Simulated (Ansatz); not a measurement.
# SnSe2 (P-3m1) in Ansatz: a series of runs

Runs on SnSe2. Level: PBE+D3(BJ). Tasks: single point, equation of state.

Everything below comes from runs of Ansatz 0.2.0. Logs are shortened: lines on timing, memory, paths and dates and some standing lists are left out, and cuts for length are marked.

## 1. The structure

Symmetry: P-3m1, No. 164, trigonal system. The conventional cell has a = 3.811 Å, b = 3.811 Å, c = 6.136 Å, α = 90.00°, β = 90.00°, γ = 120.00°. Around Sn (site symmetry -3m) lie 6 Se at 2.68 Å. Se (site symmetry 3m) is surrounded by 3 Sn at 2.68 Å.

## 2. Single point, PBE+D3(BJ), 24.18 Å³/atom (volume scaled by 0.94)

input.yaml

```yaml
crystal:
  lattice:
    - [3.7332026603, 0.0, 0.0]
    - [-1.8666013302, 3.2330483413, 0.0]
    - [0.0, 0.0, 6.0107403631]
  atoms:
    - { symbol: Sn, position: [0.0, 0.0, 0.0] }
    - { symbol: Se, position: [0.6666666667, 0.3333333333, 0.751] }
    - { symbol: Se, position: [0.3333333333, 0.6666666667, 0.249] }
hamiltonian:
  xc: pbe
  pseudopotentials: { kind: paw }
  dispersion: d3bj
kpoints:
  mp_grid: { grid: [8, 8, 5] }
scf:
  occupations: { method: fermi_dirac, width: 0.05 }
output:
  forces: true
  stress: true
  eigenvalues: true
```

Potentials or basis: Ansatz PAW.

Launch:

```bash
> ansatz run input.yaml --threads 2 --pin off --max-ram 5120MiB --backend cpu --events-out ev --progress --plain --runs-dir out
```

Output:

```text
Warning: RAYON_NUM_THREADS=2 ignored (pool sized by the plan → 2); use --threads N
Engine: ansatz 0.2.0, aarch64-unknown-linux-gnu
Pseudopotentials: kind: paw
Pseudopotential: Sn, paw, valence charge 14, recommended cutoff 420 eV (normal), Sn.paw.azcp
Pseudopotential: Se, paw, valence charge 16, recommended cutoff 420 eV (normal), Se.paw.azcp
Functional definition: PBE
  parameter kappa = 0.804
  parameter beta = 0.06672455060314922
  exchange = pbe_x(kappa = kappa, mu = beta*pi^2/3)
  correlation = pbe_c(beta = beta)
Crystal: 3 atoms, lattice volume = 72.547 Å³
Basis set: ecut = 420 eV, 1413 PW (Γ), exchange–correlation on 50×50×90 points (8 copies of the dense FFT grid, shifted against one another)
Bands: 28, of which v1, the nominal top of the filled ones, is band 23 counted from 1 (22 counted from 0)
Symmetry: 12 space group operations
Space group: P-3m1 (ITA 164), of the structure as read, at distance tolerance 4.2e-5 Å
k-points: 40 of 320
Non-local potential: Sn, projectors of the file, l = 0: 2, l = 1: 2, l = 2: 2, l = 3: 2
Non-local potential: Se, projectors of the file, l = 0: 2, l = 1: 2, l = 2: 3, l = 3: 1
PAW form: soft (Blöchl's): semilocal exchange-correlation on the pseudo side does not see the compensation charge
PAW one-centre angular grid: Sn, 590 points (default); XC on 64 Gauss nodes
PAW one-centre angular grid: Se, 590 points (default); XC on 64 Gauss nodes
Initial density: superposition of atomic densities (neutral atoms: chi_scale 0, normalization atom), corrected by the library's trained network
Initial wavefunctions: pseudopotential atomic-orbital guess
Functional: x = pbe(κ = 0.804, μ = 0.2195149727645171), c = pbe(β = 0.06672455060314922)
SCF iter   1: F=—  HF=-16964.188601 eV  |F-HF|=—  |Δ(HF+E_count)|=         —  Δρ=1.51e-3  dr2=1.67e-3  ethr=1.77e-3  ⟨swp⟩=6.5  Hψ=5000  notcnv=0
preconditioner: auto → Resta (q_TF=auto, 2.529 Å⁻¹)  ε∞=2.8  [insulator: Δε(μ)=0.904 eV  Ē_g=16.542 eV  σ=0.050 eV  W_gap=1.00  n_scr=22 (ndim 8)  ℏωp=22.2 eV  f_vac=0.061  D(μ)=0.00/eV (n_scr^D=0)  ε∞_Penn≈2.8]
SCF iter   2: F=—  HF=-16964.187436 eV  |F-HF|=—  |Δ(HF+E_count)|=   1.16e-3  Δρ=7.47e-4  dr2=2.69e-4  ethr=3.64e-6  ⟨swp⟩=2.6  Hψ=2228  notcnv=0
SCF iter   3: F=—  HF=-16964.187545 eV  |F-HF|=—  |Δ(HF+E_count)|=   1.08e-4  Δρ=3.00e-4  dr2=3.58e-5  ethr=5.84e-7  ⟨swp⟩=2.4  Hψ=1971  notcnv=0
SCF iter   4: F=—  HF=-16964.187560 eV  |F-HF|=—  |Δ(HF+E_count)|=   1.51e-5  Δρ=9.53e-5  dr2=4.59e-6  ethr=7.78e-8  ⟨swp⟩=2.9  Hψ=2017  notcnv=0
SCF iter   5: F=—  HF=-16964.187563 eV  |F-HF|=—  |Δ(HF+E_count)|=   3.66e-6  Δρ=1.81e-5  dr2=2.92e-7  ethr=9.98e-9  ⟨swp⟩=2.0  Hψ=1522  notcnv=0
SCF iter   6: F=-16964.187564 eV  HF=-16964.187564 eV  |F-HF|=4.77e-8  |Δ(HF+E_count)|=   2.68e-7  Δρ=7.16e-6  dr2=4.27e-8  ethr=2.17e-10  ⟨swp⟩=6.8  Hψ=5054  notcnv=0
SCF 1 converged in 6 iterations: F = -16964.187564 eV  dr2 = 4.27e-8
SCF converged after 6 iterations
Free energy (F): -16964.187564 eV
Harris-Foulkes:  -16964.187564 eV  (|F-HF|=4.77e-8)
Internal energy: -16964.187555 eV  (E = F + TS)
E sigma→0 (E₀):  -16964.187559 eV
Entropy (-TS):   -0.000009 eV (-0.003 meV/atom)
Fermi energy:    9.510429 eV
--- Per-component energies (eV) ---
  E_band       = -820.027610
  E_kinetic    = 430.131267
  E_local      = -5947.079144  (includes V_loc(G=0)·N_el)
  E_nonlocal   = -1222.615830
  E_hartree    = 3069.235154
  E_xc         = -591.960847
  E_vxc        = -294.239191  (∫ρ·V_xc dr)
  E_paw        = -7963.849746  (= ΣΔE_a)
  E_vpaw       = 75.309257  (= ΣTr[D̂ρ^β])
  E_aug_tail   = -0.001165  (compensation charges beyond the density's cutoff)
  E_ewald      = -4736.893041
  E_disp       = -1.154203  (pairwise vdW)
  E_smearing   = -0.000009  (= −TS)
  E_closure    = 0.000000  (closes the sum)
  Σ components = -16964.187564   (vs F -16964.187564, Δ=0.00e0)
--- Forces (eV/Å), atoms counted from 1 ---
  atom   1  Sn    -0.00000000     0.00000000     0.00000000
  atom   2  Se    -0.00000000     0.00000000    -1.48657517
  atom   3  Se     0.00000000    -0.00000000     1.48657517
  max |Σ_I F_I| component: 9.25e-18 eV/Å
--- Stress (GPa, compression-positive) ---
        8.321850       0.000000      -0.000000
       -0.000000       8.321850      -0.000000
       -0.000000      -0.000000       9.589111
  P = ⅓ Tr σ = 8.7443 GPa (87.443 kbar)
--- Band table (eV; the first three rows and the last of 40) ---
  k-point 0: bands = ["-37.8059", "-37.8059", "-37.8059", "-37.8059", "-37.7704", "-37.7704", "-37.7695", "-37.7695", "-37.7558", "-37.7555", "-12.3137", "-12.3137", "-12.2614", "-12.2426", "-12.2426", "-5.4372", "-3.4189", "2.7942", "8.2837", "8.2837", "8.6218", "8.6218", "9.0603", "10.4597", "12.0346", "13.8143", "13.8143", "17.2530"]
  k-point 1: bands = ["-37.8059", "-37.8059", "-37.8059", "-37.8059", "-37.7703", "-37.7703", "-37.7696", "-37.7696", "-37.7557", "-37.7555", "-12.3137", "-12.3137", "-12.2613", "-12.2426", "-12.2426", "-5.3808", "-3.5494", "3.1216", "8.1412", "8.2424", "8.2424", "8.6872", "8.6872", "11.1159", "12.0587", "13.7048", "13.7048", "17.4806"]
  k-point 2: bands = ["-37.8059", "-37.8059", "-37.8059", "-37.8059", "-37.7702", "-37.7702", "-37.7698", "-37.7698", "-37.7557", "-37.7556", "-12.3137", "-12.3137", "-12.2612", "-12.2426", "-12.2426", "-5.2739", "-3.7682", "3.7912", "6.9857", "8.1942", "8.1942", "8.7759", "8.7759", "11.7193", "12.0753", "13.5372", "13.5372", "17.4298"]
  k-point 39: bands = ["-37.8056", "-37.8055", "-37.8053", "-37.8052", "-37.7704", "-37.7702", "-37.7701", "-37.7699", "-37.7551", "-37.7551", "-12.3614", "-12.3242", "-12.2513", "-12.2306", "-12.2169", "-3.1502", "-2.9106", "1.3554", "4.3062", "4.6783", "5.4441", "8.3185", "8.6201", "11.5672", "13.9874", "14.2141", "15.5666", "16.4712"]
```

Wall time 2.8 s (2 threads of Arm Neoverse V1, shared host); peak memory 0.38 GiB.

What came out:

| Quantity | Value |
| --- | --- |
| Free energy | -16964.1876 eV |
| Pressure | 8.7 GPa |
| Largest force | 1.487 eV/Å |
| Band gap on the k mesh | 0.89 eV, indirect (least direct gap 1.40 eV) |

Caveat: odd divisions of the mesh miss points on the zone boundary, where band edges often lie, so the gap on the mesh can be too wide; spin-orbit coupling is left out, which moves the levels of the heavy elements; forces of over 1 eV/Å show positions far from the minimum, so gaps and moduli don't describe the material at rest.

## 3. Single point, PBE+D3(BJ), 24.70 Å³/atom (volume scaled by 0.96)

Changes to input.yaml since step 2:

```diff
@@ -2,5 +2,5 @@
   lattice:
-    - [3.7332026603, 0.0, 0.0]
-    - [-1.8666013302, 3.2330483413, 0.0]
-    - [0.0, 0.0, 6.0107403631]
+    - [3.7594936861, 0.0, 0.0]
+    - [-1.8797468431, 3.2558170375, 0.0]
+    - [0.0, 0.0, 6.0530709152]
   atoms:
@@ -21 +21,5 @@
   eigenvalues: true
+  write_density: true
+  write_potential: true
+  elf: true
+  volumetric_format: npy
```

Potentials or basis: Ansatz PAW.

Launch:

```bash
> ansatz run input.yaml --threads 2 --pin off --max-ram 5120MiB --backend cpu --events-out ev --progress --plain --runs-dir out
```

Run time: 3.5 s. Hardware: 2 threads of Arm Neoverse V1, shared host; peak memory 0.39 GiB.

The run converged. Its results:

| Property | Result |
| --- | --- |
| Free energy | -16964.2618 eV |
| Pressure | 6.7 GPa |
| Largest force | 1.239 eV/Å |
| Band gap on the k mesh | 0.86 eV, indirect (least direct gap 1.29 eV) |

Caveat: odd divisions of the mesh miss points on the zone boundary, where band edges often lie, so the gap on the mesh can be too wide; spin-orbit coupling is left out, which moves the levels of the heavy elements; forces of over 1 eV/Å show positions far from the minimum, so gaps and moduli don't describe the material at rest.

## 4. Single point, PBE+D3(BJ), 25.21 Å³/atom (volume scaled by 0.98)

Changes to input.yaml since step 3:

```diff
@@ -2,5 +2,5 @@
   lattice:
-    - [3.7594936861, 0.0, 0.0]
-    - [-1.8797468431, 3.2558170375, 0.0]
-    - [0.0, 0.0, 6.0530709152]
+    - [3.7854220481, 0.0, 0.0]
+    - [-1.8927110241, 3.2782716577, 0.0]
+    - [0.0, 0.0, 6.0948175511]
   atoms:
@@ -21,5 +21 @@
   eigenvalues: true
-  write_density: true
-  write_potential: true
-  elf: true
-  volumetric_format: npy
```

Launch:

```bash
> ansatz run input.yaml --threads 2 --pin off --max-ram 5120MiB --backend cpu --events-out ev --progress --plain --runs-dir out
```

Run time: 2.6 s. Hardware: 2 threads of Arm Neoverse V1, shared host; peak memory 0.38 GiB.

It converged, with:

| Property | Result |
| --- | --- |
| Free energy | -16964.3173 eV |
| Pressure | 4.9 GPa |
| Largest force | 1.010 eV/Å |
| Band gap on the k mesh | 0.84 eV, indirect (least direct gap 1.19 eV) |

Caveat: odd divisions of the mesh miss points on the zone boundary, where band edges often lie, so the gap on the mesh can be too wide; spin-orbit coupling is left out, which moves the levels of the heavy elements; forces of over 1 eV/Å show positions far from the minimum, so gaps and moduli don't describe the material at rest.

## 5. Single point, PBE+D3(BJ), 25.73 Å³/atom

Changes to input.yaml since step 4:

```diff
@@ -2,5 +2,5 @@
   lattice:
-    - [3.7854220481, 0.0, 0.0]
-    - [-1.8927110241, 3.2782716577, 0.0]
-    - [0.0, 0.0, 6.0948175511]
+    - [3.811, 0.0, 0.0]
+    - [-1.9055, 3.3004228138, 0.0]
+    - [0.0, 0.0, 6.136]
   atoms:
```

Launch:

```bash
> ansatz run input.yaml --threads 2 --pin off --max-ram 5120MiB --backend cpu --events-out ev --progress --plain --runs-dir out
```

Wall time 2.5 s (2 threads of Arm Neoverse V1, shared host); peak memory 0.38 GiB.

The run converged. Its results:

```
Free energy            : -16964.3561 eV
Pressure               : 3.2 GPa
Largest force          : 0.800 eV/Å
Band gap on the k mesh : 0.81 eV, indirect (least direct gap 1.10 eV)
```

Caveat: odd divisions of the mesh miss points on the zone boundary, where band edges often lie, so the gap on the mesh can be too wide; spin-orbit coupling is left out, which moves the levels of the heavy elements.

## 6. Single point, PBE+D3(BJ), 26.24 Å³/atom (volume scaled by 1.02)

Changes to input.yaml since step 5:

```diff
@@ -2,5 +2,5 @@
   lattice:
-    - [3.811, 0.0, 0.0]
-    - [-1.9055, 3.3004228138, 0.0]
-    - [0.0, 0.0, 6.136]
+    - [3.8362391461, 0.0, 0.0]
+    - [-1.9181195731, 3.3222805555, 0.0]
+    - [0.0, 0.0, 6.1766369459]
   atoms:
```

Potentials or basis: Ansatz PAW.

Launch:

```bash
> ansatz run input.yaml --threads 2 --pin off --max-ram 5120MiB --backend cpu --events-out ev --progress --plain --runs-dir out
```

Run time: 2.6 s. Hardware: 2 threads of Arm Neoverse V1, shared host; peak memory 0.39 GiB.

Results (log left out):

```yaml
Free_energy: -16964.3799 eV
Pressure: 1.7 GPa
Largest_force: 0.605 eV/Å
Band_gap_on_the_k_mesh: 0.78 eV, indirect (least direct gap 1.02 eV)
```

Caveat: odd divisions of the mesh miss points on the zone boundary, where band edges often lie, so the gap on the mesh can be too wide; spin-orbit coupling is left out, which moves the levels of the heavy elements.

## 7. Single point, PBE+D3(BJ), 26.76 Å³/atom (volume scaled by 1.04)

Changes to input.yaml since step 6:

```diff
@@ -2,5 +2,5 @@
   lattice:
-    - [3.8362391461, 0.0, 0.0]
-    - [-1.9181195731, 3.3222805555, 0.0]
-    - [0.0, 0.0, 6.1766369459]
+    - [3.861150488, 0.0, 0.0]
+    - [-1.930575244, 3.3438544104, 0.0]
+    - [0.0, 0.0, 6.2167461018]
   atoms:
```

Launch:

```bash
> ansatz run input.yaml --threads 2 --pin off --max-ram 5120MiB --backend cpu --events-out ev --progress --plain --runs-dir out
```

Run time: 2.8 s. Hardware: 2 threads of Arm Neoverse V1, shared host; peak memory 0.39 GiB.

The run converged. Its results:

| Property | Result |
| --- | --- |
| Free energy | -16964.3903 eV |
| Pressure | 0.4 GPa |
| Largest force | 0.425 eV/Å |
| Band gap on the k mesh | 0.76 eV, indirect (least direct gap 0.94 eV) |

Caveat: odd divisions of the mesh miss points on the zone boundary, where band edges often lie, so the gap on the mesh can be too wide; spin-orbit coupling is left out, which moves the levels of the heavy elements.

## 8. Single point, PBE+D3(BJ), 27.27 Å³/atom (volume scaled by 1.06)

Changes to input.yaml since step 7:

```diff
@@ -2,5 +2,5 @@
   lattice:
-    - [3.861150488, 0.0, 0.0]
-    - [-1.930575244, 3.3438544104, 0.0]
-    - [0.0, 0.0, 6.2167461018]
+    - [3.8857444663, 0.0, 0.0]
+    - [-1.9428722331, 3.3651534204, 0.0]
+    - [0.0, 0.0, 6.2563442784]
   atoms:
```

Launch:

```bash
> ansatz run input.yaml --threads 2 --pin off --max-ram 5120MiB --backend cpu --events-out ev --progress --plain --runs-dir out
```

Wall time 3.4 s (2 threads of Arm Neoverse V1, shared host); peak memory 0.39 GiB.

Results (log left out):

| Property | Result |
| --- | --- |
| Free energy | -16964.3887 eV |
| Pressure | -0.7 GPa |
| Largest force | 0.259 eV/Å |
| Band gap on the k mesh | 0.73 eV, indirect (least direct gap 0.87 eV) |

Caveat: odd divisions of the mesh miss points on the zone boundary, where band edges often lie, so the gap on the mesh can be too wide; spin-orbit coupling is left out, which moves the levels of the heavy elements.

## 9. Equation of state, PBE+D3(BJ)

Potentials or basis: Ansatz PAW.

This step only gathers the single runs of the series.

Results:

```yaml
Equilibrium_volume: 26.94 Å³/atom
Bulk_modulus_at_fixed_shape_and_positions: 63 GPa
Pressure_derivative_of_the_bulk_modulus: 4.7
```

Energy against volume, from the lowest point:
| volume (Å³/atom) | energy (meV/atom) |
| --- | --- |
| 24.182 | 67.58 |
| 24.697 | 42.85 |
| 25.212 | 24.33 |
| 25.726 | 11.40 |
| 26.241 | 3.46 |
| 26.755 | 0.00 |
| 27.270 | 0.54 |

Caveat: the cell was scaled at fixed shape and fractional positions, which overstates the stiffness of a crystal with free parameters, most of all of layers and chains.
